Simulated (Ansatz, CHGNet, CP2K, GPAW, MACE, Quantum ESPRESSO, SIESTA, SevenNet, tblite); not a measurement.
## BeSe(110)/BP(110) interface (50 atoms) in GPAW

How do the settings of GPAW change the result for BeSe(110)/BP(110) interface (50 atoms)? A plane-wave run serves as the yardstick.

Method: the method is named at each step, in GPAW 26.7.0.

## (1) Set-up

The cell holds 50 atoms: 9 Be, 9 Se, 16 B and 16 P. Cell: a = 6.294 Å, b = 8.901 Å, c = 13.071 Å, α = 90.0°, β = 90.0°, γ = 90.0°. Zinc-blende BeSe(110), 3 repeat layers, 3 surface cells, strained +0.00 and -0.00 %; zinc-blende BP(110), 4 layers, 4 cells, -1.93 and -1.93 %; outer planes 2.26 Å apart and 2.29 Å at the second interface of the periodic stack; not relaxed, displaced by a Gaussian of 0.02 Å. Then every atom was moved at random, 0.03 Å r.m.s. a Cartesian component. Regions: BeSe, 18 atoms (9 Be and 9 Se); BP, 32 atoms (16 B and 16 P). The structure's axis is c.

The yardstick, on the same geometry:

```
method                 : Kohn-Sham DFT, PBE, PAW, plane waves (Ansatz 0.2.0); cutoff 420 eV, Γ point, fermi-dirac smearing of 0.05 eV; PAW set soft_2
r.m.s. force component : 0.9533 eV/Å
longest force          : 3.837 eV/Å
pressure               : 2.134 GPa
SCF cycles             : 10
time                   : 3.9 s on 4 threads of Intel Xeon Platinum 8559C (Emerald Rapids), shared host
CPU time               : 11 s
```

## (2) PBE, LCAO dzp, h 0.2 Å

Method: Kohn-Sham DFT, PBE, PAW, atomic orbitals (dzp).

The input, run.py:

```python
import numpy as np
from ase.io import read
from gpaw import GPAW, FermiDirac

atoms = read("structure.xyz")
atoms.calc = GPAW(
    mode="lcao",
    basis="dzp",
    h=0.2,
    xc="PBE",
    kpts={"size": (1, 1, 1), "gamma": True},
    occupations=FermiDirac(0.05),
    maxiter=200,
    symmetry={"point_group": False},
    txt="gpaw.txt",
)
energy = atoms.get_potential_energy(force_consistent=True)
forces = atoms.get_forces()
print(f"energy {energy:.6f} eV")
print("forces (eV/A)")
for i, (a, f) in enumerate(zip(atoms, forces)):
    print(f"{i:4d} {a.symbol:2s} {f[0]:10.5f} {f[1]:10.5f} {f[2]:10.5f}")
print(f"Fermi level {atoms.calc.get_fermi_level():.4f} eV")
for k in range(len(atoms.calc.get_ibz_k_points())):
    for s in range(atoms.calc.get_number_of_spins()):
        e = atoms.calc.get_eigenvalues(kpt=k, spin=s)
        n = np.searchsorted(e, atoms.calc.get_fermi_level())
        print(f"k {k} spin {s} levels about the Fermi level:", np.round(e[max(n - 6, 0):n], 4).tolist(), "|", np.round(e[n:n + 6], 4).tolist())
```

The input, structure.xyz:

```xyz
50
Lattice="6.29400 0.00000 0.00000 0.00000 8.90100 0.00000 0.00000 0.00000 13.07122" Properties=species:S:1:pos:R:3 pbc="T T T"
Be 4.24046 5.92299 0.01176
Se 2.10333 5.16035 13.02429
Be 1.05443 5.92237 1.84343
Se 5.26676 5.15688 1.82304
Be 4.17494 5.93020 3.62583
Se 2.08999 5.19169 3.58949
Be 2.18641 3.01468 13.07109
Se 0.00151 2.21039 0.04993
Be 5.24158 3.00311 1.72802
Se 3.18948 2.18146 1.86513
Be 2.11063 3.01940 3.63903
Se 6.28519 2.20237 3.66582
Be 6.25189 0.06667 13.02390
Se 4.25009 8.18883 13.01580
Be 3.12176 8.87065 1.83154
Se 1.06004 8.12305 1.77507
Be 6.27298 8.86709 3.56034
Se 4.22397 8.12902 3.63040
B 6.13105 6.17738 5.89329
P 4.53357 0.60812 5.86310
B 4.57007 8.40050 7.49020
P 6.07742 7.32641 7.50066
B 6.06351 6.19465 9.20384
P 4.53155 0.63802 9.11430
B 4.55069 8.39053 10.75866
P 6.07661 7.28609 10.78493
B 3.02200 6.19590 5.87094
P 1.37555 0.58978 5.89721
B 1.41508 8.44206 7.50732
P 2.90833 7.34119 7.52392
B 3.01778 6.12798 9.18881
P 1.33905 0.65431 9.15378
B 1.44277 8.39720 10.83343
P 3.01552 7.31653 10.81016
B 6.08082 1.76071 5.83159
P 4.45452 5.03387 5.88153
B 4.53640 3.97261 7.44785
P 6.10619 2.81548 7.49347
B 6.14068 1.72902 9.12162
P 4.47510 5.04829 9.11940
B 4.49612 3.96602 10.78559
P 6.04696 2.81343 10.75722
B 2.91488 1.69057 5.89002
P 1.37763 5.04295 5.95290
B 1.35371 3.91119 7.56000
P 2.90575 2.81886 7.51216
B 2.94849 1.74638 9.11495
P 1.35692 5.09956 9.16515
B 1.35585 3.98008 10.80323
P 2.91658 2.87128 10.77278
```

Started as:

```sh
> OMP_NUM_THREADS=1 python run.py > output.txt
```

Output:

```text
energy -242.357013 eV
forces (eV/A)
   0 Be   -0.13625   -0.20178   -1.41005
   1 Se   -0.46174    0.05065   -0.64094
   2 Be   -0.53317    0.14529   -0.67506
   3 Se    0.17095    0.24852   -0.08048
   4 Be    0.02553   -0.63178    1.07085
   5 Se    0.07891    0.14723   -1.05781
   6 Be    0.20524   -1.01692   -0.45349
   7 Se    0.93765   -0.03318   -0.21939
   8 Be   -0.98110   -0.09082    0.87667
   9 Se    0.01497    0.00425   -0.33503
  10 Be    0.27160   -1.02810    1.07158
  11 Se    0.40384    0.48683    0.80594
  12 Be    1.28432   -0.64015   -0.49406
  13 Se    0.01093    0.67560    0.66050
  14 Be   -0.16306    0.51801   -0.30893
  15 Se    0.23489    0.00806   -0.00204
  16 Be    0.99509    0.15107    0.49366
  17 Se   -0.09975    0.00009    0.33709
  18 B    -1.29928   -1.30245    1.31180
  19 P    -1.36061    1.70909    0.93991
  20 B    -1.48472    0.38789   -0.07423
  21 P     1.88653   -0.92065   -0.04554
  22 B    -0.27110   -0.31316   -1.15580
  23 P     0.13240    0.45018    1.39809
[...]
42 B     0.31817    0.03225   -0.45488
  43 P     0.86879    1.43583    0.57894
  44 B     0.43514    0.33454    0.05318
  45 P     1.24274    0.37279   -1.10088
  46 B    -0.42073   -0.22064    0.63198
  47 P    -0.26717    0.11802    0.58909
  48 B    -0.00883   -0.85998   -1.09526
  49 P     0.23730    0.48914    1.79895
Fermi level 6.7071 eV
k 0 spin 0 levels about the Fermi level: [5.7049, 5.9767, 6.2606, 6.3391, 6.5851, 6.6902] | [6.7515, 6.7803, 6.9092, 7.1355, 7.4333, 7.7044]
```

gpaw.txt:

```text
Input parameters:
  mode=LCAO(),
  basis={'default': 'dzp'},
  h=0.2,
  kpts=MonkhorstPack(size=(1, 1, 1), gamma=True),
  maxiter=200,
  occupations=Occupations(name='fermi-dirac', width=0.05, fixmagmom=False),
  symmetry=Symmetry(point_group=False),
  xc=XC(name='PBE')
Unit cell  # Å
| periodic |        x |        y |         z |   lengths |    angles |
|----------|----------|----------|-----------|-----------|-----------|
|      yes | 6.294000 | 0.000000 |  0.000000 |  6.294000 | 90.000000 |
|      yes | 0.000000 | 8.901000 |  0.000000 |  8.901000 | 90.000000 |
|      yes | 0.000000 | 0.000000 | 13.071220 | 13.071220 | 90.000000 |
Number of symmetries: 1
Symmetry operations  # r_c * U_cc + t_c -> r_c
|   | kind |            matrix            |
|---|------|------------------------------|
| 0 |  E   |  1, 0, 0,  0, 1, 0,  0, 0, 1 |
BZ-sampling:
  Number of BZ points: 1
  Number of IBZ points: 1
  Monkhorst-Pack size: [1, 1, 1]
  Monkhorst-Pack shift: [0, 0, 0]
[... lines left out ...]
  Fermi-Dirac:
[... lines left out ...]
    Stencil: 6*3+1=19 point O(h^6) finite-difference Laplacian
xc functional:
  name: PBE with 2 nearest neighbor stencil
interpolation: tri-quintic # 5. degree polynomial
Initialization done in: 5.222 s
convergence criteria:
- Maximum [total energy] change in last 3 cyles: 0.0005 eV / valence electron
- Maximum integral of absolute [dens]ity change: 0.0001 electrons / valence electron
- Maximum integral of absolute [eigenst]ate change: 4e-08 eV^2 / valence electron
maximum number of iterations: 200
SCF iterations
|iter     |      energy | eigst |  dens |
|---------|-------------|-------|-------|
|iter:   1| -252.885281 |      c|       |
|iter:   2| -249.482723 |      c| -0.84 |
|iter:   3| -250.549809 |      c| -0.88 |
|iter:   4| -256.701118 |      c| -1.09 |
[...]
|iter:   9| -242.291037 |      c| -1.96 |
|iter:  10| -242.258993 |      c| -2.22 |
|iter:  11| -242.257826c|      c| -2.44 |
|iter:  12| -242.251748c|      c| -2.56 |
|iter:  13| -242.251644c|      c| -2.75 |
|iter:  14| -242.249541c|      c| -3.05 |
|iter:  15| -242.249927c|      c| -3.39 |
|iter:  16| -242.249887c|      c| -3.76 |
|iter:  17| -242.249971c|      c| -4.15c|
Converged in 17 steps
SCF loop duration: 82.924 s (4.878 s/step)
Energy contributions relative to reference atoms: (reference = -758073.905553)
Energy contributions:
  Kinetic:         373.165940
  Coulomb:        -309.452285
  Zero:             -0.280388
  External:          0.000000
  Xc:             -305.576197
  Entropy:          -0.214084
  Spinorbit:         0.000000
  ----------------------------
  Free energy:    -242.357013
  Extrapolated:   -242.249971
dipole moment: (91.696907, 20.556609, 55.916920)  # |e|*Ang
Fermi level: 6.707
Eigenvalues  # (at kpt = [0.000, 0.000, 0.000])
| band index |      eig [eV] | occ [0-2] |
|------------|---------------|-----------|
|          0 |        -8.852 |     2.000 |
|        ... |               |           |
|         92 |         5.513 |     2.000 |
|         93 |         5.593 |     2.000 |
[...]
|        107 |         8.342 |     0.000 |
|        ... |               |           |
|        123 |        10.641 |     0.000 |
Gap: 0.061 eV
Transition (v -> c):
  (s=0, k=0, n=99, [0.00, 0.00, 0.00]) -> (s=0, k=0, n=100, [0.00, 0.00, 0.00])
No difference between direct/indirect transitions
Force computation time: 10.554  # s
timing:  # [seconds]
  Total:  98.724  # ━━━━━━━━━━━━━━━━━━━━━━━━━━━━━━━━━━━━━━━━━━━━━━━━━━━━━━━━━
  Init:    5.221  # ━━━
  SCF:    82.924  # ━━━━━━━━━━━━━━━━━━━━━━━━━━━━━━━━━━━━━━━━━━━━━━━━
  Forces: 10.554  # ━━━━━━
```

Elapsed: 1.7 min, on 1 thread of Intel Xeon Platinum 8559C (Emerald Rapids), shared host; peak memory 0.75 GiB.

Banners, paths, timers and routine set-up lines are dropped from the logs unmarked, and long logs keep their key lines alone; longer cuts are marked.

Against the reference:

```yaml
r_m_s_force_component: 0.989 eV/Å
r_m_s_difference_of_force_components: 133.5 meV/Å
longest_difference_of_force_vectors: 444.9 meV/Å
force_difference_over_r_m_s_force: 14 %
slope_of_forces_against_the_reference_s: 1.028
correlation_of_force_components: 0.9912
```

Length of the force difference by element (eV/Å):

```tsv
element	atoms	mean	most
B	16	0.18	0.32
Be	9	0.29	0.44
P	16	0.20	0.34
Se	9	0.19	0.27
```

Local excerpt of 9 atoms (numbers count through the whole input) about Se14, which has 5 bonded neighbours where the commonest count for Se is 4; x, y, z are measured from there.

```tsv
atom	x	y	z	distance (Å)	bonds	Fx	Fy	Fz (eV/Å)
Se14	0.00	0.00	0.00	0.00	5	0.01	0.68	0.66
Be13	2.00	0.78	0.01	2.15	3	1.28	-0.64	-0.49
Be1	-0.01	-2.27	0.07	2.27	3	-0.14	-0.20	-1.41
B25	0.30	0.20	-2.26	2.29	4	-0.25	-0.32	-0.81
Be15	-1.13	0.68	1.89	2.30	4	-0.16	0.52	-0.31
P34	-1.23	-0.87	-2.21	2.67	4	-1.27	-0.54	-1.61
P26	1.83	-0.90	-2.23	3.02	3	1.70	0.38	0.28
B33	-2.81	0.21	-2.18	3.56	3	-1.71	-0.64	-0.45
Se8	2.05	2.92	0.11	3.57	4	0.94	-0.03	-0.22
```

Atoms are counted from 1 here, from 0 in the log.

Forces lie 14 % from the reference's, at 9.3 times its CPU time (on 1 against 4 cores).

## (3) PBE, LCAO szp(dzp), h 0.2 Å

Method: Kohn-Sham DFT, PBE, PAW, atomic orbitals (szp(dzp)).

Changes to run.py since step 2:

```diff
@@ -7,3 +7,3 @@
     mode="lcao",
-    basis="dzp",
+    basis="szp(dzp)",
     h=0.2,
```

structure.xyz is that of step 2.

Output:

```text
energy -229.981509 eV
forces (eV/A)
   0 Be   -0.18659   -0.15664   -1.74552
   1 Se   -0.42515    0.07957   -0.60416
   2 Be   -0.50087    0.13192   -0.81748
   3 Se    0.25285    0.29825   -0.14853
   4 Be   -0.03903   -0.69076    1.24731
   5 Se    0.26990    0.18479   -1.45504
   6 Be    0.24225   -1.06365   -0.57969
   7 Se    1.05444   -0.08611    0.17778
   8 Be   -1.02425   -0.17998    1.07280
   9 Se    0.05472    0.05028   -0.37037
  10 Be    0.19822   -1.19169    1.37985
  11 Se    0.40802    0.53839    0.38055
[...]
45 P     1.34278    0.29149   -1.13599
  46 B    -0.46520   -0.14639    0.63011
  47 P    -0.20153    0.04906    0.40622
  48 B    -0.02051   -0.40588   -0.82125
  49 P     0.19113    0.11409    2.14700
Fermi level 6.7866 eV
k 0 spin 0 levels about the Fermi level: [5.6287, 5.7249, 5.9326, 6.3278, 6.4363, 6.685] | [6.7916, 6.8201, 6.8355, 6.9612, 7.2488, 7.4939]
```

gpaw.txt:

```text
Input parameters:
  mode=LCAO(),
  basis={'default': 'szp(dzp)'},
  h=0.2,
  kpts=MonkhorstPack(size=(1, 1, 1), gamma=True),
  maxiter=200,
  occupations=Occupations(name='fermi-dirac', width=0.05, fixmagmom=False),
  symmetry=Symmetry(point_group=False),
  xc=XC(name='PBE')
[... lines left out ...]
  Fermi-Dirac:
[... lines left out ...]
convergence criteria:
- Maximum [total energy] change in last 3 cyles: 0.0005 eV / valence electron
[... lines left out ...]
Converged in 18 steps
[... lines left out ...]
  Free energy:    -229.981509
[... lines left out ...]
Fermi level: 6.787
[... lines left out ...]
|          0 |        -8.897 |     2.000 |
|        ... |               |           |
|         91 |         5.235 |     2.000 |
|         92 |         5.567 |     2.000 |
[...]
|        106 |         8.126 |     0.000 |
|        ... |               |           |
|        123 |        11.033 |     0.000 |
Gap: 0.107 eV
Transition (v -> c):
  (s=0, k=0, n=98, [0.00, 0.00, 0.00]) -> (s=0, k=0, n=99, [0.00, 0.00, 0.00])
No difference between direct/indirect transitions
Force computation time: 8.893  # s
timing:  # [seconds]
  Total:  89.390  # ━━━━━━━━━━━━━━━━━━━━━━━━━━━━━━━━━━━━━━━━━━━━━━━━━━━━━━━━━
  Init:    4.619  # ━━━
  SCF:    75.853  # ━━━━━━━━━━━━━━━━━━━━━━━━━━━━━━━━━━━━━━━━━━━━━━━━╸
  Forces:  8.893  # ━━━━━╸
```

It took 91 s on 1 thread; peak memory 0.72 GiB.

Numbers from this run, and their distance from the reference:

```yaml
r_m_s_force_component: 1.028 eV/Å
r_m_s_difference_of_force_components: 313.6 meV/Å
longest_difference_of_force_vectors: 1034 meV/Å
force_difference_over_r_m_s_force: 32.9 %
slope_of_forces_against_the_reference_s: 1.028
correlation_of_force_components: 0.9527
```

This is a coarse setting, run to see what it loses.

Against the first run (14 %), the force difference from the reference is 33 %, at 0.91 times the CPU time, with 405 basis functions against 578: the smaller basis costs accuracy.

## (4) PBE, LCAO dzp, h 0.25 Å

Method: Kohn-Sham DFT, PBE, PAW, atomic orbitals (dzp).

Changes to run.py since step 3:

```diff
@@ -7,4 +7,4 @@
     mode="lcao",
-    basis="szp(dzp)",
-    h=0.2,
+    basis="dzp",
+    h=0.25,
     xc="PBE",
```

structure.xyz is that of step 3.

Output:

```text
energy -239.536767 eV
forces (eV/A)
   0 Be   -0.13055   -0.19902   -1.41499
   1 Se   -0.47374    0.04620   -0.68300
   2 Be   -0.52400    0.14172   -0.68654
   3 Se    0.15638    0.25212   -0.04092
   4 Be    0.02208   -0.63291    1.07909
   5 Se    0.03773    0.15359   -1.00026
[...]
47 P    -0.28149    0.11934    0.58798
  48 B    -0.06771   -0.87073   -1.10908
  49 P     0.20654    0.49610    1.79800
Fermi level 6.7086 eV
k 0 spin 0 levels about the Fermi level: [5.7057, 5.9777, 6.2613, 6.3403, 6.5861, 6.6921] | [6.7525, 6.7817, 6.9107, 7.1368, 7.4354, 7.7059]
```

gpaw.txt:

```text
Input parameters:
  mode=LCAO(),
  basis={'default': 'dzp'},
  h=0.25,
  kpts=MonkhorstPack(size=(1, 1, 1), gamma=True),
  maxiter=200,
  occupations=Occupations(name='fermi-dirac', width=0.05, fixmagmom=False),
[... lines left out ...]
  Fermi-Dirac:
[... lines left out ...]
convergence criteria:
- Maximum [total energy] change in last 3 cyles: 0.0005 eV / valence electron
[... lines left out ...]
Converged in 17 steps
[... lines left out ...]
  Free energy:    -239.536767
[... lines left out ...]
Fermi level: 6.709
[... lines left out ...]
|        ... |               |           |
|        123 |        10.643 |     0.000 |
Gap: 0.060 eV
Transition (v -> c):
  (s=0, k=0, n=99, [0.00, 0.00, 0.00]) -> (s=0, k=0, n=100, [0.00, 0.00, 0.00])
No difference between direct/indirect transitions
Force computation time: 6.307  # s
timing:  # [seconds]
  Total:  58.254  # ━━━━━━━━━━━━━━━━━━━━━━━━━━━━━━━━━━━━━━━━━━━━━━━━━━━━━━━━━
  Init:    3.931  # ━━━━
  SCF:    47.991  # ━━━━━━━━━━━━━━━━━━━━━━━━━━━━━━━━━━━━━━━━━━━━━━━
  Forces:  6.307  # ━━━━━━
```

Wall time 60 s (1 thread); peak memory 0.45 GiB.

Against the reference:

| Item | Value |
| --- | --- |
| r.m.s. force component | 0.9906 eV/Å |
| r.m.s. difference of force components | 134.2 meV/Å |
| longest difference of force vectors | 448.2 meV/Å |
| force difference over r.m.s. force | 14.08 % |
| slope of forces against the reference's | 1.03 |
| correlation of force components | 0.9912 |
| energy less the same-level run's | 56.4 meV/atom |
| r.m.s. force difference from the same-level run | 27.22 meV/Å |

This is a coarse setting, run to see what it loses.

Against the first run (14 %), the force difference from the reference is 14 %, at 0.59 times the CPU time: the change moves forces by 27 meV/Å r.m.s., so most of the difference comes from elsewhere.

The forces add up to 0.64 eV/Å instead of zero, usually a sign of too coarse a grid.

(Continued in part 2 of 2.)

[Also dropped from logs without a mark: logging warnings of Python, and SIESTA's first energy breakdown and zero terms.]

[Logs are printed without paths, hosts, clocks, repeated set-up lines and the standing remarks that a program may print on its own settings, such as how far it seeks lower states.]

[Hosts, paths, dates, database ids (printed as entryN), source tags and the programs' standing remarks are cut or masked in the printed files.]
